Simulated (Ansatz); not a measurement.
The structure is an experimental refinement, used without relaxation.

An input for NaF and the output that it gave: DFT, PBE, all-electron PAW with datasets made for the crystal, scalar-relativistic (Ansatz 0.2.0).

```yaml
crystal:
  lattice:
    - [0.0, 2.3233, 2.3233]
    - [2.3233, 0.0, 2.3233]
    - [2.3233, 2.3233, 0.0]
  atoms:
    - { symbol: Na, position: [0.0, 0.0, 0.0] }
    - { symbol: F, position: [0.5, 0.5, 0.5] }
kpoints:
  mp_grid: { grid: [11, 11, 11] }
  band_path:
    path:
      - [0.0, 0.0, 0.0]
      - [0.5, 0.0, 0.5]
      - [0.625, 0.25, 0.625]
      - [0.375, 0.375, 0.75]
      - [0.0, 0.0, 0.0]
      - [0.5, 0.5, 0.5]
      - [0.5, 0.25, 0.75]
      - [0.5, 0.0, 0.5]
    npoints: 8
scf:
  occupations: { method: fermi_dirac, width: 0.03 }
hamiltonian:
  xc: pbe
  pseudopotentials: { kind: all_electron, datasets: crystal }
output:
  forces: true
  stress: true
  eigenvalues: true
  efg: { contact_densities: true }
```

Output:

```
hamiltonian.pseudopotentials.datasets: crystal makes datasets for this crystal and solves the spheres of its atoms anew in each pass: cutoff 280.0 eV, the density's 1120.0 eV; for an error of 0.50 meV an atom under PBE, 1.0 meV for the cell; an energy difference from a run of another recipe may be off by several times the error for the cell, under r2SCAN by more, where some 0.1 meV an atom stays at smaller errors; F in spheres of 1.127 Å, 7 of its electrons in bands; Na in spheres of 1.191 Å, 9 of its electrons in bands
Engine: ansatz 0.2.0
Pseudopotentials: kind: all_electron
Pseudopotential: Na, paw, valence charge 9, recommended cutoff 280 eV (normal), Koelling and Harmon's equation, gaussian nucleus
Pseudopotential: F, paw, valence charge 7, recommended cutoff 280 eV (normal), Koelling and Harmon's equation, gaussian nucleus
Functional definition: PBE
  parameter kappa = 0.804
  parameter beta = 0.06672455060314922
  exchange = pbe_x(kappa = kappa, mu = beta*pi^2/3)
  correlation = pbe_c(beta = beta)
Crystal: 2 atoms, lattice volume = 25.081 Å³
Basis set: ecut = 280 eV, 283 PW (Γ), exchange–correlation on 36×36×36 points (8 copies of the dense FFT grid, shifted against one another)
Bands: 12, of which v1, the nominal top of the filled ones, is band 8 counted from 1 (7 counted from 0)
Symmetry: 48 space group operations
Space group: Fm-3m (ITA 225), of the structure as read, at distance tolerance 2.9e-5 Å
k-points: 56 of 1331
Non-local potential: Na, projectors of the file, l = 0: 2, l = 1: 3
Non-local potential: F, projectors of the file, l = 0: 2, l = 1: 2
PAW form: soft (Blöchl's): semilocal exchange-correlation on the pseudo side does not see the compensation charge
PAW one-centre angular grid: Na, 110 points (default); XC on its mesh's 1971 points in the sphere
PAW one-centre angular grid: F, 110 points (default); XC on its mesh's 1969 points in the sphere
Initial density: superposition of atomic densities (neutral atoms: chi_scale 0, normalization atom)
Initial wavefunctions: pseudopotential atomic-orbital guess
Functional: x = pbe(κ = 0.804, μ = 0.2195149727645171), c = pbe(β = 0.06672455060314922)
iter 1 solved again at ethr=1.74e-2 eV; its pass at ethr=1.00e-1 eV (dr2=2.78e0 eV) is discarded
SCF iter   1: F=—  HF=-7142.377612 eV  |F-HF|=—  |Δ(HF+E_count)|=         —  Δρ=1.04e-1  dr2=2.76e0  ethr=1.74e-2  ⟨swp⟩=2.4  Hψ=3630  notcnv=0
preconditioner: auto → none  [insulator: Δε(μ)=8.265 eV  Ē_g=26.723 eV  σ=0.030 eV  W_gap=1.00  n_scr=8 (ndim 8)  ℏωp=27.7 eV  f_vac=0.000  D(μ)=0.00/eV (n_scr^D=0)  ε∞_Penn≈2.1]
SCF iter   2: F=—  HF=-7141.665887 eV  |F-HF|=—  |Δ(HF+E_count)|=   7.12e-1  Δρ=4.99e-2  dr2=3.08e-1  ethr=1.73e-2  ⟨swp⟩=3.0  Hψ=1748  notcnv=0  defer=1
SCF iter   3: F=—  HF=-7141.497874 eV  |F-HF|=—  |Δ(HF+E_count)|=   1.68e-1  Δρ=1.16e-2  dr2=4.71e-2  ethr=1.92e-3  ⟨swp⟩=3.1  Hψ=1745  notcnv=0  defer=3
iter 4 solved again at ethr=4.84e-6 eV; its pass at ethr=2.94e-4 eV (dr2=7.74e-4 eV) is discarded
SCF iter   4: F=—  HF=-7141.505326 eV  |F-HF|=—  |Δ(HF+E_count)|=   7.45e-3  Δρ=2.20e-3  dr2=7.55e-4  ethr=4.84e-6  ⟨swp⟩=3.1  Hψ=3465  notcnv=0  defer=1
SCF iter   5: F=—  HF=-7141.505230 eV  |F-HF|=—  |Δ(HF+E_count)|=   9.58e-5  Δρ=6.02e-4  dr2=5.98e-5  ethr=4.72e-6  ⟨swp⟩=2.4  Hψ=1303  notcnv=0  defer=2
SCF iter   6: F=—  HF=-7141.505236 eV  |F-HF|=—  |Δ(HF+E_count)|=   5.39e-6  Δρ=4.85e-5  dr2=4.61e-7  ethr=3.74e-7  ⟨swp⟩=3.0  Hψ=1344  notcnv=0
SCF iter   7: F=—  HF=-7141.504755 eV  |F-HF|=—  |Δ(HF+E_count)|=   4.81e-4  Δρ=2.06e-5  dr2=5.52e-8  ethr=2.88e-9  ⟨swp⟩=4.0  Hψ=1889  notcnv=0
SCF iter   8: F=-7141.504755 eV  HF=-7141.504755 eV  |F-HF|=2.77e-9  |Δ(HF+E_count)|=   3.30e-8  Δρ=2.73e-6  dr2=6.17e-10  ethr=3.45e-10  ⟨swp⟩=3.0  Hψ=1288  notcnv=0
SCF 1 converged in 8 iterations: F = -7141.504753 eV  dr2 = 6.17e-10
  Residual-converged pass: ⟨swp⟩=4.0  Hψ=1708  notcnv=0  max |occ|·‖R‖ = 4.9e-6 eV (tolerance 5.3e-6 eV)  dr2=6.33e-10  dr2_onsite=1.22e-9  max |Δocc| = 0.0e0
  greatest PAW one-centre occupation: 0.996 electrons in one spin orbital (limit 2), on the Na atom at site 0 (counted from 0), in its partial waves of l = 0
NSCF: frozen V_eff on 57 k-points
SCF converged after 8 iterations
Free energy (F): -7141.504753 eV
Harris-Foulkes:  -7141.504753 eV  (|F-HF|=2.77e-9)
Internal energy: -7141.504753 eV  (E = F + TS)
E sigma→0 (E₀):  -7141.504753 eV
Past the cutoff: the bands carry plane waves up to 1.75 times it, of which those up to 1.5 times it add -0.000196 eV an atom, each by itself; the spheres take 0.000218 eV an atom off the energy for waves past 1.75 times it
By the cutoff:   a pressure is off by up to 0.007 GPa (1.2 times the spheres' own share and the shells' term, over an atom's volume, and 0.004 GPa: a bound that held against runs at twice the plane waves)
Past the cutoffs: a stress includes 0.0054 GPa for waves and charges beyond them, in addition to the slope of what the spheres take
In the spheres:  the bands' charges fall short by 4.1e-7 e at most (sound up to 1e-3)
Fermi energy:    3.936216 eV
--- Per-component energies (eV) ---
  The terms above E_closure are by the made datasets' own strengths, without shells solved beside the bands.
--- Forces (eV/Å), atoms counted from 1 ---
  atom   1  Na    -0.00000000     0.00000000    -0.00000000
  atom   2  F      0.00000000    -0.00000000    -0.00000000
  max |Σ_I F_I| component: 1.05e-29 eV/Å
--- Stress (GPa, compression-positive) ---
        1.722175       0.000000       0.000000
        0.000000       1.722175       0.000000
        0.000000       0.000000       1.722175
  P = ⅓ Tr σ = 1.7222 GPa (17.222 kbar)
--- PAW observables at the nuclei: V_zz in 10²¹ V/m², potentials from the cell's mean, atoms counted from 1 ---
  atom   1  Na V_zz =    -0.000000   η = 0.0000   by run symmetry: forbidden
            electrostatic potential = -976.567703 V   contact ρ = 5907.153214 e/Å³
  atom   2  F  V_zz =    -0.000000   η = 0.0000   by run symmetry: forbidden
            electrostatic potential = -735.367945 V   contact ρ = 3127.161431 e/Å³
--- Band table (eV; the first three rows and the last of 56) ---
  k-point 0: bands = ["-46.3588", "-18.3922", "-18.2253", "-18.2253", "-18.2253", "0.7544", "0.7544", "0.7544", "7.0207", "19.6810"]
  k-point 1: bands = ["-46.3578", "-18.5412", "-18.2263", "-18.2263", "-18.0664", "0.5925", "0.7342", "0.7342", "7.3163", "18.5719"]
  k-point 2: bands = ["-46.3551", "-18.7258", "-18.2288", "-18.2288", "-17.8551", "0.2041", "0.6803", "0.6803", "8.0965", "16.9580"]
  k-point 55: bands = ["-46.3424", "-18.6767", "-18.3230", "-18.3014", "-17.7325", "-0.1547", "-0.1007", "0.2421", "13.7454", "13.9375"]
```
